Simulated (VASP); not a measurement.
# CoSi (Pm-3m) in VASP: further runs, part 2 of 2

VASP 6.6.1.

### Step 3. Single point, PBEsol, collinear spin, ferromagnetic start

File INCAR:

```
ADDGRID = False
ALGO = Normal
EDIFF = 1E-7
ENCUT = 700
GGA = PS
ISIF = 2
ISMEAR = 1
ISPIN = 2
LASPH = True
LCHARG = False
LMAXMIX = 4
LORBIT = 11
LREAL = False
LWAVE = False
MAGMOM = 2 0
NELM = 100
PREC = Accurate
SIGMA = 0.15
```

File KPOINTS:

```
k-points
0
Gamma
  9 9 9
```

File POSCAR:

```
CoSi
1.0
    2.7813340000      0.0000000000      0.0000000000
    0.0000000000      2.7813340000      0.0000000000
    0.0000000000      0.0000000000      2.7813340000
Co Si
1 1
Direct
    0.0000000000      0.0000000000      0.0000000000
    0.5000000000      0.5000000000      0.5000000000
```

Potentials or basis: VASP PAW PBE potentials, release 64 (Co, Si).

Launch:

```sh
$ cat potpaw_PBE.64/Co/POTCAR potpaw_PBE.64/Si/POTCAR > POTCAR
$ mpirun -np 1 vasp_std > vasp.out
```

OUTCAR:

```text
EDIFF = 1E-7
   ENCUT = 700
   GGA = PS
   ISIF = 2
   ISMEAR = 1
   ISPIN = 2
   LASPH = True
   LORBIT = 11
   LREAL = False
   NELM = 100
   PREC = Accurate

 Found     35 irreducible k-points:

 Following reciprocal coordinates:
            Coordinates               Weight
  0.000000  0.000000  0.000000      1.000000
  0.111111  0.000000  0.000000      6.000000
  0.222222  0.000000  0.000000      6.000000
  0.333333  0.000000  0.000000      6.000000
  0.444444  0.000000  0.000000      6.000000
  0.111111  0.111111  0.000000     12.000000
   k-points           NKPTS =     35   k-points in BZ     NKDIM =     35   number of bands    NBANDS=     11
   number of dos      NEDOS =    301   number of ions     NIONS =      2
   total plane-waves  NPLWV =  13824
   dimension x,y,z NGX =    24 NGY =   24 NGZ =   24
   dimension x,y,z NGXF=    48 NGYF=   48 NGZF=   48
   ions per type =               1   1
   NGX,Y,Z   is equivalent  to a cutoff of  14.35, 14.35, 14.35 a.u.
   NGXF,Y,Z  is equivalent  to a cutoff of  28.69, 28.69, 28.69 a.u.
 SYSTEM =  unknown system
   PREC   = accura    normal or accurate (medium, high low for compatibility)
   ISTART =      0    job   : 0-new  1-cont  2-samecut
   ICHARG =      2    charge: 1-file 2-atom 10-const
   ISPIN  =      2    spin polarized calculation?
   LNONCOLLINEAR =      F non collinear calculations
   LSORBIT =      F    spin-orbit coupling
   LASPH  =      T    aspherical Exc in radial PAW
   ENCUT  =  700.0 eV  51.45 Ry    7.17 a.u.   6.00  6.00  6.00*2*pi/ulx,y,z
   NELM   =    100;   NELMIN=  2; NELMDL= -5     # of ELM steps
   EDIFF  = 0.1E-06   stopping-criterion for ELM
   LREAL  =      F    real-space projection
   EDIFFG = 0.1E-05   stopping-criterion for IOM
   NSW    =      0    number of steps for IOM
   IBRION =     -1    ionic relax: 0-MD 1-quasi-New 2-CG
   NFREE  =      0    steps in history (QN), initial steepest desc. (CG)
   ISIF   =      2    stress and relaxation
   ISYM   =      2    0-nonsym 1-usesym 2-fastsym
   POTIM  = 0.5000    time-step for ionic-motion
   TEBEG  =    0.0;   TEEND  =   0.0 temperature during run
   PSTRESS=    0.0 pullay stress
   NELECT =      13.0000    total number of electrons
   NUPDOWN=      -1.0000    fix difference up-down
   EMIN   =  10.00;   EMAX   =-10.00  energy-range for DOS
   EFERMI =   0.00;   METHOD = LEGACY
   ISMEAR =     1;   SIGMA  =   0.15  broadening in eV -4-tet -1-fermi 0-gaus
   EFERMI_NEDOS =   21; number of points for ismear=-14 and -15
   IALGO  =     38    algorithm
[... 121 lines left out ...]
     10      20.6851      0.00000
     11      22.2949      0.00000

 [... further k-points ...]

 spin component 2

 k-point     1 :       0.0000    0.0000    0.0000
  band No.  band energies     occupation
      1      -1.5050      1.00000
      2       9.1130      1.00000
      3       9.1130      1.00000
      4      11.5177      1.00000
      5      11.5177      1.00000
      6      11.5177      1.00000
      7      15.7350      0.00000
      8      15.7350      0.00000
      9      15.7350      0.00000
     10      20.4250      0.00000
     11      20.4250      0.00000
[... 57 lines left out ...]
 k-point     6 :       0.1111    0.1111    0.0000
  band No.  band energies     occupation
      1      -1.0324      1.00000
      2       8.9343      1.00000
      3       9.1251      1.00000
      4      11.0592      1.00000
      5      11.2466      1.00000
      6      11.4205      1.00000
      7      14.6925     -0.00000
      8      15.0629     -0.00000
      9      16.5386      0.00000
     10      20.8383      0.00000
     11      22.4135      0.00000

 [... further k-points ...]

------------------------ aborting loop because EDIFF is reached ----------------------------------------

  FORCE on cell =-STRESS in cart. coord.  units (eV):
  Direction    XX          YY          ZZ          XY          YZ          ZX
  --------------------------------------------------------------------------------------
  -------------------------------------------------------------------------------------
  Total       -0.7957544     -0.7957544     -0.7957544      0.0000000     -0.0000000      0.0000000
  in kB      -59.2557120    -59.2557120    -59.2557120      0.0000000     -0.0000000      0.0000000
  external PRESSURE =     -59.2557120 kB  Pullay stress =       0.0000000 kB

 VOLUME and BASIS-vectors are now :
 -----------------------------------------------------------------------------
  energy-cutoff  :      700.00
  volume of cell :       21.52
      direct lattice vectors                 reciprocal lattice vectors
     2.781334000  0.000000000  0.000000000     0.359539703  0.000000000  0.000000000
     0.000000000  2.781334000  0.000000000     0.000000000  0.359539703  0.000000000
     0.000000000  0.000000000  2.781334000     0.000000000  0.000000000  0.359539703

 POSITION                                       TOTAL-FORCE (eV/Angst)
 -----------------------------------------------------------------------------------
      0.00000      0.00000      0.00000         0.000000      0.000000      0.000000
      1.39067      1.39067      1.39067         0.000000      0.000000      0.000000
 -----------------------------------------------------------------------------------
    total drift:                               -0.000000      0.000000      0.000000

  FREE ENERGIE OF THE ION-ELECTRON SYSTEM (eV)
  ---------------------------------------------------
  free  energy   TOTEN  =       -14.5329945998 eV

  energy  without entropy=      -14.5291561167  energy(sigma->0) =      -14.53171511

 total charge

# of ion       s       p       d       tot
------------------------------------------
    1        0.441   0.587   7.589   8.617
    2        0.717   0.859   0.000   1.576
--------------------------------------------------
tot          1.157   1.446   7.589  10.193

 magnetization (x)

# of ion       s       p       d       tot
------------------------------------------
    1        0.006  -0.001   0.455   0.461
    2        0.007   0.008   0.000   0.015
--------------------------------------------------
tot          0.013   0.007   0.455   0.475
```

OSZICAR:

```text
N       E                     dE             d eps       ncg     rms          rms(c)
DAV:   1     0.536042834893E+02    0.53604E+02   -0.69001E+03  1556   0.157E+03
DAV:   2    -0.135593392538E+02   -0.67164E+02   -0.62685E+02  1564   0.240E+02
DAV:   3    -0.160555383393E+02   -0.24962E+01   -0.24174E+01  1835   0.541E+01
DAV:   4    -0.161064707588E+02   -0.50932E-01   -0.50757E-01  1779   0.672E+00
DAV:   5    -0.161077380778E+02   -0.12673E-02   -0.12666E-02  1852   0.118E+00    0.158E+01
DAV:   6    -0.189909088160E+02   -0.28832E+01   -0.53276E+01  1757   0.127E+02    0.177E+01
DAV:   7    -0.145440401960E+02    0.44469E+01   -0.24910E+01  1808   0.853E+01    0.268E+00
DAV:   8    -0.145507162643E+02   -0.66761E-02   -0.52561E-01  1777   0.638E+00    0.158E+00
DAV:   9    -0.145339340123E+02    0.16782E-01   -0.53815E-02  1926   0.373E+00    0.609E-01
DAV:  10    -0.145332644902E+02    0.66952E-03   -0.91118E-04  1740   0.289E-01    0.187E-01
DAV:  11    -0.145330272814E+02    0.23721E-03   -0.63437E-04  1868   0.385E-01    0.117E-01
DAV:  12    -0.145329995138E+02    0.27768E-04   -0.16124E-04  2068   0.169E-01    0.355E-02
DAV:  13    -0.145329963773E+02    0.31365E-05   -0.82358E-06  1995   0.306E-02    0.132E-02
DAV:  14    -0.145329954521E+02    0.92523E-06   -0.59198E-07  1668   0.871E-03    0.675E-03
DAV:  15    -0.145329947203E+02    0.73182E-06   -0.12196E-06  1951   0.125E-02    0.124E-03
DAV:  16    -0.145329946152E+02    0.10508E-06   -0.15891E-07   875   0.465E-03    0.808E-04
DAV:  17    -0.145329945998E+02    0.15378E-07   -0.24507E-08   866   0.254E-03
   1 F= -.14532995E+02 E0= -.14531715E+02  d E =-.383848E-02  mag=     0.4641
```

stdout:

```text
POSCAR found type information on POSCAR CoSi
 POSCAR found :  2 types and       2 ions
 scaLAPACK will be used
 -----------------------------------------------------------------------------
|                                                                             |
|                                                                             |
|     You enforced a specific xc type in the INCAR file but a different       |
|     I HOPE YOU KNOW WHAT YOU ARE DOING!                                     |
|                                                                             |
 -----------------------------------------------------------------------------

 LDA part: xc-table for (Slater+PW92), standard interpolation
 POSCAR, INCAR and KPOINTS ok, starting setup
 FFT: planning ... GRIDC
 FFT: planning ... GRID_SOFT
 FFT: planning ... GRID
 WAVECAR not read
 entering main loop
```

Wall time 8.9 s (1 thread of Intel Xeon 6975P-C (Granite Rapids), shared host); peak memory 0.16 GiB.

The run converged, but some of its settings lie outside the range that counts as converged, so its numbers aren't taken as properties of the crystal.

What came out:

```yaml
Free_energy: -14.5330 eV
Pressure: -5.9 GPa
Band_gap_on_the_k_mesh: none (metal or under the smearing width)
Net_moment: 0.46 μB per cell
Site_moments: Co +0.46; Si +0.01 μB
Valence_electrons_inside_the_program's_atomic_spheres: Co 8.62; Si 1.58
```

Caveat: the PAW data sets were made with another functional, which shifts forces and pressure a little.

### Step 4. The reference run

An earlier run on the cell as given: functional PBE; potentials or basis VASP PAW PBE potentials, release 64 (Co, Si); cutoff 520 eV; k mesh 10 × 10 × 10; occupations fermi-dirac, width 0.05 eV; collinear spin, ferromagnetic start; starting moments [2.0, 0.0] μB.

* Pressure: 0.6 GPa
* Band gap on the k mesh: none (metal or under the smearing width)
* Net moment: 0.54 μB per cell
* Site moments: Co +0.54; Si +0.01 μB
* Valence electrons inside the program's atomic spheres: Co 8.61; Si 1.57
